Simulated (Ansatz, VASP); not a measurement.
**Rh: VASP beside Ansatz**

The input POSCAR:

```
Rh
1.0
    2.7845412492      0.0000000000      0.0000000000
   -1.3922706246      2.4114834597      0.0000000000
    0.0000000000      0.0000000000      4.5153441684
Rh
2
Direct
    0.3333333333      0.6666666667      0.2500000000
    0.6666666667      0.3333333333      0.7500000000
```

The input INCAR.step1:

```
PREC = Accurate
ENCUT = 520
ISMEAR = -1
SIGMA = 0.05
LREAL = F
LASPH = T
NELM = 100
NBANDS = 22
GGA = PE
ALGO = Normal
EDIFF = 1E-4
LWAVE = T
LCHARG = F
```

File INCAR.step2:

```
PREC = Accurate
ENCUT = 520
EDIFF = 1E-7
ISMEAR = -1
SIGMA = 0.05
LREAL = F
LASPH = T
NELM = 100
ALGO = Normal
ISIF = 2
LWAVE = F
LCHARG = F
METAGGA = R2SCAN
LMIXTAU = T
NBANDS = 22
ISTART = 1
```

File KPOINTS:

```
regular mesh
0
Gamma
  11 11 6
```

Contents of input.yaml:

```yaml
crystal:
  lattice:
    - [2.7845412492, 0.0, 0.0]
    - [-1.3922706246, 2.4114834597, 0.0]
    - [0.0, 0.0, 4.5153441684]
  atoms:
    - { symbol: Rh, position: [0.3333333333, 0.6666666667, 0.25] }
    - { symbol: Rh, position: [0.6666666667, 0.3333333333, 0.75] }
hamiltonian:
  xc: r2scan
  pseudopotentials: { kind: paw }
kpoints:
  mp_grid: { grid: [11, 11, 6] }
scf:
  occupations: { method: fermi_dirac, width: 0.05 }
output:
  forces: true
  stress: true
  eigenvalues: true
```

This isn't the form of Rh at room conditions, which is fcc.

Alike in both runs: task single point; functional r2SCAN; k mesh 11 × 11 × 6; occupations fermi-dirac, width 0.05 eV; no spin polarisation.

|  | VASP | Ansatz |
| --- | --- | --- |
| version | VASP 6.6.1 | Ansatz 0.2.0 |
| potentials or method | VASP PAW PBE potentials, release 64 (Rh_pv) | Ansatz PAW |
| plane-wave cutoff (eV) | 520 | 500 |
| valence electrons in the cell | 30 | 34 |

```csv
,VASP,Ansatz,Ansatz less VASP
gap on the k mesh at the Fermi level (eV),none,none,-
pressure (GPa),-20.2,-20.9,-0.74
largest component of the traceless stress (GPa),1.12,1.14,+0.019
```

A gap of «none» marks a metal or a gap that the smearing closes. The two sets of potentials don't hold the same shells in valence.

Caveats: so large a pressure means that the cell lies far from this level's equilibrium, or that cutoff or potentials fall short (VASP); the potentials were made for another functional, which shifts forces and pressure (VASP); the PAW data sets come from PBE, with cores solved anew for the run's functional, which leaves a small shift of forces and pressure (Ansatz).
